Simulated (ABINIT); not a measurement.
# HfB2 (P6/mmm) in ABINIT: notebook

The runs below take HfB2 through band structure, equation of state, with LDA, WC, LDA-PZ.

All numbers are computed with ABINIT 10.8.3 (patched build); they aren't measurements. Logs are shortened: lines on timing, memory, paths and dates and some standing lists are left out, and cuts for length are marked. The log counts tension as positive stress, the text compression.

## 1. Starting point

It takes space group P6/mmm (No. 191, hexagonal). The conventional cell has a = 3.140 Å, b = 3.140 Å, c = 3.480 Å, α = 90.00°, β = 90.00°, γ = 120.00°. Around Hf (site symmetry 6/mmm) lie 12 B at 2.51 Å. B (site symmetry -6m2) is surrounded by 3 B at 1.81 Å.

## 2. Band structure, LDA

run.abi reads:

```
# Datasets: ground state, then fixed potential
ndtset 2

# Pseudopotentials
pp_dirpath "./"
pseudos "Hf_sc.hgh, B.hgh"

# Structure
acell 3.14 3.14 3.48 Angstrom
rprim
     1.0000000000     0.0000000000     0.0000000000
    -0.5000000000     0.8660254038     0.0000000000
     0.0000000000     0.0000000000     1.0000000000
ntypat 2
znucl 72 5
natom 3
typat 1 2 2
xred
     0.0000000000     0.0000000000     0.0000000000
     0.6666666667     0.3333333333     0.5000000000
     0.3333333333     0.6666666667     0.5000000000

# Plane-wave basis
ecut 26.0

# Exchange and correlation
ixc 7

# Bands and occupations
occopt 3
tsmear 0.05 eV

# SCF cycle
nstep 100

# Output
iomode 3
prtwf 0
prteig 0
prtebands 0
prtden1 1

# Dataset 1
kptopt1 1
ngkpt1 10 10 8
nshiftk1 1
shiftk1 0.0 0.0 0.0
nband1 13
tolvrs1 1.0e-10

# Dataset 2: bands along G-M-K-G-A-L-H-A
iscf2 -2
getden2 1
nband2 19
nbdbuf2 4
tolwfr2 1.0e-11
kptopt2 -7
ndivsm2 6
prteig2 1
kptbounds2
     0.0000000000     0.0000000000     0.0000000000
     0.5000000000     0.0000000000     0.0000000000
     0.3333333333     0.3333333333     0.0000000000
     0.0000000000     0.0000000000     0.0000000000
     0.0000000000     0.0000000000     0.5000000000
     0.5000000000     0.0000000000     0.5000000000
     0.3333333333     0.3333333333     0.5000000000
     0.0000000000     0.0000000000     0.5000000000
```

Potentials or basis: HGH LDA semicore.

The run is started by

```console
abinit run.abi > log 2>&1
```

run.abo:

```text
.Version 10.8.3 of ABINIT
 DATASET    1 : space group P6/m m m (#191); Bravais hP (primitive hexag.)
================================================================================
 Values of the parameters that define the memory need for DATASET  1.
     intxc =       0    ionmov =       0      iscf =       7    lmnmax =       7
     lnmax =       7     mgfft =      32  mpssoang =       3    mqgrid =    3001
     natom =       3  nloc_mem =       1    nspden =       1   nspinor =       1
    nsppol =       1      nsym =      24    n1xccc =       0    ntypat =       2
    occopt =       3   xclevel =       1
       mpw =        1282          nfft =       28800          nkpt =          70
================================================================================
================================================================================

 DATASET    2 : space group P6/m m m (#191); Bravais hP (primitive hexag.)
================================================================================
 Values of the parameters that define the memory need for DATASET  2.
     intxc =       0    ionmov =       0      iscf =      -2    lmnmax =       7
     lnmax =       7     mgfft =      32  mpssoang =       3    mqgrid =    3001
     natom =       3  nloc_mem =       1    nspden =       1   nspinor =       1
    nsppol =       1      nsym =      24    n1xccc =       0    ntypat =       2
    occopt =       3   xclevel =       1
       mpw =        1284          nfft =       28800          nkpt =          65
================================================================================
================================================================================

--------------------------------------------------------------------------------
------------- Echo of variables that govern the present computation ------------
--------------------------------------------------------------------------------
 -outvars: echo values of preprocessed input variables --------
            acell      5.9337400354E+00  5.9337400354E+00  6.5762469182E+00 Bohr
              amu      1.78490000E+02  1.08110000E+01
             ecut      2.60000000E+01 Hartree
           getden1          0
           getden2          1
             iscf1          7
             iscf2         -2
                       outvar_i_n : Printing only first  50 k-points.
              ixc           7
           jdtset        1    2
                       outvar_i_n : Printing only first  50 k-points.
           kptopt1          1
           kptopt2         -7
         kptrlatt       10    0    0      0   10    0      0    0    8
          kptrlen1     5.26099753E+01
          kptrlen2     3.00000000E+01
            natom           3
            nband1         13
            nband2         19
           nbdbuf1          0
           nbdbuf2          4
           ndtset           2
           ndivsm1          0
           ndivsm2          6
            ngfft          30      30      32
             nkpt1         70
             nkpt2         65
            nstep         100
             nsym          24
           ntypat           2
                       prtocc : prtvol=0, do not print more k-points.
           occopt           3
        prtebands           0
           prteig1          0
           prteig2          1
            prtwf           0
            rprim      1.0000000000E+00  0.0000000000E+00  0.0000000000E+00
                      -5.0000000000E-01  8.6602540380E-01  0.0000000000E+00
                       0.0000000000E+00  0.0000000000E+00  1.0000000000E+00
           shiftk1     0.00000000E+00  0.00000000E+00  0.00000000E+00
           shiftk2     5.00000000E-01  5.00000000E-01  5.00000000E-01
          spgroup         191
           tolvrs1     1.00000000E-10
           tolvrs2     0.00000000E+00
           tolwfr1     0.00000000E+00
           tolwfr2     1.00000000E-11
           tsmear      1.83746611E-03 Hartree
            typat      1  2  2
                       outvars : Printing only first  50 k-points.
           xangst      0.0000000000E+00  0.0000000000E+00  0.0000000000E+00
                       1.5700000000E+00  9.0643992264E-01  1.7400000000E+00
                       2.4125095698E-17  1.8128798453E+00  1.7400000000E+00
            xcart      0.0000000000E+00  0.0000000000E+00  0.0000000000E+00
[... 224 lines left out ...]
 -1.8709E+00 -7.4109E-01 -7.2398E-01 -7.2398E-01 -1.1542E-01  2.7502E-01
  2.7879E-01  2.7879E-01  2.8283E-01  5.3305E-01  5.3305E-01  5.5534E-01
  5.5534E-01  5.6794E-01  5.6794E-01  5.7359E-01  6.6842E-01  7.0241E-01
  9.8471E-01
 Non-SCF case, kpt    2 (  0.05000  0.00000  0.00000), residuals and eigenvalues=
  1.63E-12  2.34E-12  9.53E-12  9.22E-12  1.89E-12  2.10E-12  2.42E-12  1.81E-12
  2.20E-12  5.21E-12  2.13E-12  6.05E-12  9.82E-12  4.01E-12  1.63E-12  1.31E-12
  1.94E-12  4.97E-12  1.51E-04
 -1.8709E+00 -7.4098E-01 -7.2467E-01 -7.2413E-01 -1.1345E-01  2.7308E-01
  2.7706E-01  2.7871E-01  2.8104E-01  5.3163E-01  5.3363E-01  5.3571E-01
[... 492 lines left out ...]
  4.39E-12  5.71E-12  7.70E-13  1.05E-12  3.16E-12  3.45E-12  2.63E-12  5.03E-10
  7.11E-08  3.50E-08  9.75E-07
 -1.8704E+00 -7.5045E-01 -7.2388E-01 -7.2341E-01 -2.6343E-02  8.0692E-02
  3.2607E-01  3.2862E-01  4.0987E-01  4.1038E-01  4.1307E-01  4.2424E-01
  4.6785E-01  5.8138E-01  6.6286E-01  7.9850E-01  8.5325E-01  8.5331E-01
  9.0397E-01
 Non-SCF case, kpt   65 (  0.00000  0.00000  0.50000), residuals and eigenvalues=
  2.16E-12  2.31E-12  9.10E-13  9.25E-12  3.24E-12  3.09E-12  1.27E-12  7.59E-12
  2.75E-12  4.21E-12  1.36E-12  3.29E-12  2.34E-12  4.50E-12  8.16E-12  2.24E-11
  4.23E-09  5.76E-09  2.47E-07
 -1.8702E+00 -7.5058E-01 -7.2327E-01 -7.2327E-01 -2.6782E-02  7.8015E-02
  3.4091E-01  3.4091E-01  3.9665E-01  3.9665E-01  4.2171E-01  4.2171E-01
  4.6653E-01  5.7068E-01  6.5958E-01  7.9714E-01  8.5399E-01  8.5399E-01
  9.0898E-01

--- !ResultsGS
iteration_state: {dtset: 2, }
comment   : Summary of ground state results
lattice_vectors:
- [  5.9337400,   0.0000000,   0.0000000, ]
- [ -2.9668700,   5.1387696,   0.0000000, ]
- [  0.0000000,   0.0000000,   6.5762469, ]
lattice_lengths: [   5.93374,    5.93374,    6.57625, ]
lattice_angles: [ 90.000,  90.000, 120.000, ] # degrees, (23, 13, 12)
lattice_volume:   2.0052373E+02
convergence: {deltae:  0.000E+00, res2:  0.000E+00, residm:  9.990E-12, diffor:  0.000E+00, }
etotal    :  -5.59514455E+01
entropy   :   0.00000000E+00
fermie    :   3.81105098E-01
cartesian_stress_tensor: null
pressure_GPa: null
xred      :
- [  0.0000E+00,   0.0000E+00,   0.0000E+00, Hf]
- [  6.6667E-01,   3.3333E-01,   5.0000E-01,  B]
- [  3.3333E-01,   6.6667E-01,   5.0000E-01,  B]
cartesian_forces: null
force_length_stats: {min: null, max: null, mean: null, }
...

 Integrated electronic density in atomic spheres:
 ------------------------------------------------
 Atom  Sphere_radius  Integrated_density
    1        2.00000          8.55846294
    2        2.00000          2.72704789
    3        2.00000          2.72704789
================================================================================

 ----iterations are completed or convergence reached----

 Mean square residual over all n,k,spin=   41.225E-13; max=  99.898E-13
 reduced coordinates (array xred) for    3 atoms
       0.000000000000      0.000000000000      0.000000000000
       0.666666666667      0.333333333333      0.500000000000
       0.333333333333      0.666666666667      0.500000000000

 cartesian coordinates (angstrom) at end:
    1      0.00000000000000     0.00000000000000     0.00000000000000
    2      1.57000000000000     0.90643992264400     1.74000000000000
    3      0.00000000000000     1.81287984528800     1.74000000000000
 length scales=  5.933740035350  5.933740035350  6.576246918159 bohr
              =  3.140000000000  3.140000000000  3.480000000000 angstroms
 Eigenvalues (hartree) for nkpt=  65  k points:
 kpt#   1, nband= 19, wtk=  1.00000, kpt=  0.0000  0.0000  0.0000 (reduced coord)
  -1.87091   -0.74109   -0.72398   -0.72398   -0.11542    0.27502    0.27879    0.27879
   0.28283    0.53305    0.53305    0.55534    0.55534    0.56794    0.56794    0.57359
   0.66842    0.70241    0.98471
 kpt#   2, nband= 19, wtk=  1.00000, kpt=  0.0500  0.0000  0.0000 (reduced coord)
  -1.87092   -0.74098   -0.72467   -0.72413   -0.11345    0.27308    0.27706    0.27871
   0.28104    0.53163    0.53363    0.53571    0.54034    0.57794    0.58803    0.58872
   0.66245    0.70852    0.99165
 kpt#   3, nband= 19, wtk=  1.00000, kpt=  0.1000  0.0000  0.0000 (reduced coord)
  -1.87060   -0.74065   -0.72665   -0.72457   -0.10757    0.25758    0.27621    0.27827
   0.28274    0.50596    0.52693    0.52764    0.54232    0.59196    0.60995    0.61956
   0.64920    0.72527    1.00424
 kpt#   4, nband= 19, wtk=  1.00000, kpt=  0.1500  0.0000  0.0000 (reduced coord)
  -1.87024   -0.74015   -0.72969   -0.72526   -0.09805    0.23549    0.26936    0.27711
   0.29077    0.48176    0.52054    0.52151    0.54607    0.60196    0.63956    0.63961
   0.65495    0.74751    1.02435
 kpt#   5, nband= 19, wtk=  1.00000, kpt=  0.2000  0.0000  0.0000 (reduced coord)
[... 229 lines left out ...]
   0.36914    0.44426    0.46036    0.46393    0.47990    0.64009    0.68696    0.79234
   0.85125    0.86713    0.86874
 kpt#  63, nband= 19, wtk=  1.00000, kpt=  0.0556  0.0556  0.5000 (reduced coord)
  -1.87028   -0.75006   -0.72565   -0.72381   -0.02497    0.08864    0.29822    0.30592
   0.39303    0.43192    0.43509    0.43547    0.47230    0.60757    0.67244    0.79918
   0.85211    0.85549    0.88952
 kpt#  64, nband= 19, wtk=  1.00000, kpt=  0.0278  0.0278  0.5000 (reduced coord)
  -1.87037   -0.75045   -0.72388   -0.72341   -0.02634    0.08069    0.32607    0.32862
   0.40987    0.41038    0.41307    0.42424    0.46785    0.58138    0.66286    0.79850
   0.85325    0.85331    0.90397
 kpt#  65, nband= 19, wtk=  1.00000, kpt=  0.0000  0.0000  0.5000 (reduced coord)
  -1.87015   -0.75058   -0.72327   -0.72327   -0.02678    0.07802    0.34091    0.34091
   0.39665    0.39665    0.42171    0.42171    0.46653    0.57068    0.65958    0.79714
   0.85399    0.85399    0.90898

== END DATASET(S) ==============================================================
================================================================================

 -outvars: echo values of variables after computation  --------
            acell      5.9337400354E+00  5.9337400354E+00  6.5762469182E+00 Bohr
           etotal1    -5.5951445538E+01
            fcart1    -0.0000000000E+00 -0.0000000000E+00 -0.0000000000E+00
                      -0.0000000000E+00  1.3099659196E-29 -0.0000000000E+00
                      -0.0000000000E+00 -1.3099659196E-29 -0.0000000000E+00
            rprim      1.0000000000E+00  0.0000000000E+00  0.0000000000E+00
                      -5.0000000000E-01  8.6602540380E-01  0.0000000000E+00
                       0.0000000000E+00  0.0000000000E+00  1.0000000000E+00
           strten1     8.4072916527E-04  8.4072916457E-04  8.1581552453E-04
                       0.0000000000E+00  0.0000000000E+00  0.0000000000E+00
           xangst      0.0000000000E+00  0.0000000000E+00  0.0000000000E+00
                       1.5700000000E+00  9.0643992264E-01  1.7400000000E+00
                       2.4125095698E-17  1.8128798453E+00  1.7400000000E+00
             xred      0.0000000000E+00  0.0000000000E+00  0.0000000000E+00
                       6.6666666667E-01  3.3333333333E-01  5.0000000000E-01
                       3.3333333333E-01  6.6666666667E-01  5.0000000000E-01
 Calculation completed.
```

It took 66 s on 1 thread of Intel Xeon at 2.70GHz, shared host; peak memory 0.09 GiB.

What came out:

```yaml
Free_energy: -1522.5164 eV
Band_gap_on_the_k_mesh: none (metal or under the smearing width)
Valence_electrons_inside_the_program's_atomic_spheres: Hf 8.56; B 2.73
```

Levels at the corners of the path, in eV from the Fermi level:
| point | band 6 | band 7 | band 8 | band 9 | band 10 | band 11 | band 12 | band 13 |
| --- | --- | --- | --- | --- | --- | --- | --- | --- |
| Γ | -2.89 | -2.78 | -2.78 | -2.67 | 4.13 | 4.13 | 4.74 | 4.74 |
| M | -8.81 | -4.00 | -3.33 | -2.74 | 2.20 | 2.84 | 5.73 | 5.86 |
| K | -8.07 | -7.62 | -2.48 | -2.48 | 1.83 | 1.83 | 3.54 | 9.55 |
| Γ | -2.89 | -2.78 | -2.78 | -2.67 | 4.13 | 4.13 | 4.74 | 4.74 |
| A | -8.25 | -1.09 | -1.09 | 0.42 | 0.42 | 1.11 | 1.11 | 2.32 |
| L | -7.32 | -4.84 | -4.58 | -2.58 | 4.20 | 4.25 | 6.43 | 7.40 |
| H | -8.90 | -5.39 | -3.05 | -3.05 | 4.52 | 5.50 | 7.13 | 7.13 |
| A | -8.25 | -1.09 | -1.09 | 0.42 | 0.42 | 1.11 | 1.11 | 2.32 |

Caveat: the cutoff is too short for stress, so the log's stress isn't used; spin-orbit coupling is left out, which moves the levels of the heavy elements; HGH potentials are hard and often keep d shells in the core, so these values are rough.

[end of part 1 of 2]
